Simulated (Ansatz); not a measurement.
# Nudged elastic band run: CH$_{3}$N$_{2}$O, charge -1

Input:

```yaml
crystal:
  periodic: [false, false, false]
  atoms:
    - { symbol: "N", position_ang: [-0.851554, 1.014382, -0.324334] }
    - { symbol: C, position_ang: [-0.233361, -0.156488, -0.297082] }
    - { symbol: "N", position_ang: [1.073666, -0.090944, 0.349321] }
    - { symbol: O, position_ang: [-0.562076, -1.288185, -0.738845] }
    - { symbol: H, position_ang: [-1.716854, 0.827861, -0.848865] }
    - { symbol: H, position_ang: [1.06696, 0.670252, 1.028269] }
    - { symbol: H, position_ang: [1.223219, -0.976888, 0.831526] }
total_charge: -1
basis:
  gaussian: { orbitals: def2-SVP }
hamiltonian:
  xc: r2scan
  dispersion: d4
neb:
  order_check: false
  images: 7
  f_tol: 0.5
  max_iterations: 60
  final_atoms:
    - { symbol: "N", position_ang: [-0.96056653, 0.95328253, -0.17233012] }
    - { symbol: C, position_ang: [-0.29092884, -0.18872078, -0.2160928] }
    - { symbol: "N", position_ang: [0.7491735, -0.27397644, 0.80439587] }
    - { symbol: O, position_ang: [-0.40582749, -1.19901838, -0.95763039] }
    - { symbol: H, position_ang: [-1.68145018, 0.84744812, -0.89870199] }
    - { symbol: H, position_ang: [1.52339738, -0.80789304, 0.4096496] }
    - { symbol: H, position_ang: [1.06620215, 0.66886797, 1.03069984] }
  initial_path:
    images:
      - { positions_ang: [[-0.851554, 1.014382, -0.324334], [-0.233361, -0.156488, -0.297082], [1.073666, -0.090944, 0.349321], [-0.562076, -1.288185, -0.738845], [-1.716854, 0.827861, -0.848865], [1.06696, 0.670252, 1.028269], [1.223219, -0.976888, 0.831526]] }
      - { positions_ang: [[-0.83041907, 1.01504624, -0.40702022], [-0.25307751, -0.14059281, -0.26064112], [1.04919584, -0.04541431, 0.38678286], [-0.61775261, -1.27820573, -0.59038863], [-1.69797678, 0.82896915, -0.92582536], [1.01836885, 0.49100629, 1.14557115], [1.33166128, -0.87081883, 0.65151132]] }
      - { positions_ang: [[-0.80928415, 1.01571048, -0.48970643], [-0.27279401, -0.12469761, -0.22420024], [1.02472568, 0.00011538, 0.42424472], [-0.67342923, -1.26822646, -0.44193226], [-1.67909956, 0.8300773, -1.00278571], [0.96977769, 0.31176059, 1.26287329], [1.44010356, -0.76474967, 0.47149664]] }
      - { positions_ang: [[-0.78814922, 1.01637472, -0.57239265], [-0.29251052, -0.10880242, -0.18775936], [1.00025553, 0.04564507, 0.46170658], [-0.72910584, -1.25824719, -0.29347589], [-1.66022233, 0.83118544, -1.07974607], [0.92118654, 0.13251488, 1.38017544], [1.54854585, -0.6586805, 0.29148196]] }
      - { positions_ang: [[-0.76701429, 1.01703896, -0.65507886], [-0.31222702, -0.09290723, -0.15131848], [0.97578537, 0.09117476, 0.49916844], [-0.78478246, -1.24826792, -0.14501953], [-1.64134511, 0.83229359, -1.15670643], [0.87259539, -0.04673083, 1.49747758], [1.65698813, -0.55261133, 0.11146728]] }
      - { positions_ang: [[-0.81540235, 1.00109985, -0.53439168], [-0.30690248, -0.11686061, -0.16751206], [0.9191324, -0.00011304, 0.57547529], [-0.69004371, -1.23595554, -0.34817224], [-1.65137138, 0.83608222, -1.09220532], [1.03529588, -0.23702138, 1.22552059], [1.50929164, -0.2472415, 0.34127542]] }
      - { positions_ang: [[-0.86379041, 0.98516074, -0.41370449], [-0.30157793, -0.140814, -0.18370564], [0.86247944, -0.09140084, 0.65178215], [-0.59530497, -1.22364315, -0.55132496], [-1.66139765, 0.83987086, -1.02770421], [1.19799638, -0.42731193, 0.95356359], [1.36159514, 0.05812832, 0.57108356]] }
      - { positions_ang: [[-0.91217847, 0.96922164, -0.29301731], [-0.29625338, -0.16476739, -0.19989922], [0.80582647, -0.18268864, 0.72808901], [-0.50056623, -1.21133077, -0.75447768], [-1.67142391, 0.84365949, -0.9632031], [1.36069688, -0.61760248, 0.68160659], [1.21389865, 0.36349815, 0.8008917]] }
      - { positions_ang: [[-0.96056653, 0.95328253, -0.17233012], [-0.29092884, -0.18872078, -0.2160928], [0.7491735, -0.27397644, 0.80439587], [-0.40582749, -1.19901838, -0.95763039], [-1.68145018, 0.84744812, -0.89870199], [1.52339738, -0.80789304, 0.4096496], [1.06620215, 0.66886797, 1.03069984]] }
```

Launched with:

```bash
$ ansatz run input.yaml --threads 1 --pin off --max-ram 2048MiB --backend cpu --events-out ev --progress --plain --runs-dir out
```

Output, in part (warnings, iteration lines, the closing report on the highest movable image, with atoms numbered from 0):

```
NEB end point (image 0): max|allowed force component| = 1.326e-2 eV/Å (the criterion of neb.relax_end_points is 1.000e-1)
NEB end point (image 8): max|allowed force component| = 9.415e-3 eV/Å (the criterion of neb.relax_end_points is 1.000e-1)
NEB iter   1: max|band force component| = 1.874e2 eV/Å  barrier→ = 37.4735 eV  barrier← = 37.4735 eV  Δτ_max = 0.1359 Å  (249 SCF iters)
NEB iter   2: max|band force component| = 7.800e1 eV/Å  barrier→ = 16.3264 eV  barrier← = 16.3264 eV  Δτ_max = 0.2000 Å  (230 SCF iters)
NEB iter   3: max|band force component| = 3.784e1 eV/Å  barrier→ = 7.7881 eV  barrier← = 7.7881 eV  Δτ_max = 0.1985 Å  (230 SCF iters)
NEB iter   4: max|band force component| = 1.374e1 eV/Å  barrier→ = 3.3566 eV  barrier← = 3.3566 eV  Δτ_max = 0.1971 Å  (240 SCF iters)
NEB iter   5: max|band force component| = 5.284e0 eV/Å  barrier→ = 1.3509 eV  barrier← = 1.3509 eV  Δτ_max = 0.1565 Å  (235 SCF iters)
NEB iter   6: max|band force component| = 1.466e0 eV/Å  barrier→ = 0.4513 eV  barrier← = 0.4513 eV  Δτ_max = 0.1183 Å  (219 SCF iters)
NEB iter   7: max|band force component| = 9.141e-1 eV/Å  barrier→ = 0.3569 eV  barrier← = 0.3569 eV  Δτ_max = 0.0503 Å  (222 SCF iters)
NEB iter   8: max|band force component| = 3.689e-1 eV/Å  barrier→ = 0.3553 eV  barrier← = 0.3553 eV  CI = image 4  Δτ_max = 0.0000 Å  (571 SCF iters)
Total energy: -6105.11351378 eV, -224.3587834370 hartree
Atom 0 at    -0.762737     1.057496    -0.733971 Å, force     0.020505     0.001647     0.009008 eV/Å
Atom 1 at    -0.298781    -0.028467    -0.155400 Å, force    -0.011709    -0.018859    -0.002375 eV/Å
Atom 2 at     1.032581     0.196958     0.527381 Å, force    -0.030392     0.077287    -0.044193 eV/Å
Atom 3 at    -0.766605    -1.195545    -0.076549 Å, force     0.004532     0.011558     0.003223 eV/Å
Atom 4 at    -1.655537     0.742153    -1.144783 Å, force    -0.017755     0.002664    -0.012701 eV/Å
Atom 5 at     0.854369    -0.208708     1.453861 Å, force    -0.007474    -0.030800     0.076162 eV/Å
Atom 6 at     1.596710    -0.563896     0.129450 Å, force     0.042293    -0.043497    -0.029124 eV/Å
Dipole moment:     0.235208    -0.299388     0.211082 e Å
```

The run converged. The threshold of 0.5 eV/Å is loose, so the images may lie well off the minimum-energy path. Another band between the same ends (7 images) ends at a top of the same energy, where a vibrational analysis finds 1 clearly imaginary mode. Limits of this set-up: an anion without diffuse functions, the dipole of an ion depends on the origin.

Final band (atoms are numbered from 1 in the order of the input):

```csv
image,path coordinate (Å),energy (kcal/mol),dihedral N1–C2–N3–H7 (°)
0,0.00,0.0,146
1,0.43,1.7,169
2,0.86,5.1,-171
3,1.30,7.5,-150
4,1.72,8.2,-128
5,2.15,7.4,-104
6,2.57,5.2,-77
7,2.99,1.6,-52
8,3.41,0.0,-28
```

Time of the run: 3.2 min on 1 thread of Arm Neoverse V1, on a shared host, peak memory 0.13 GiB.
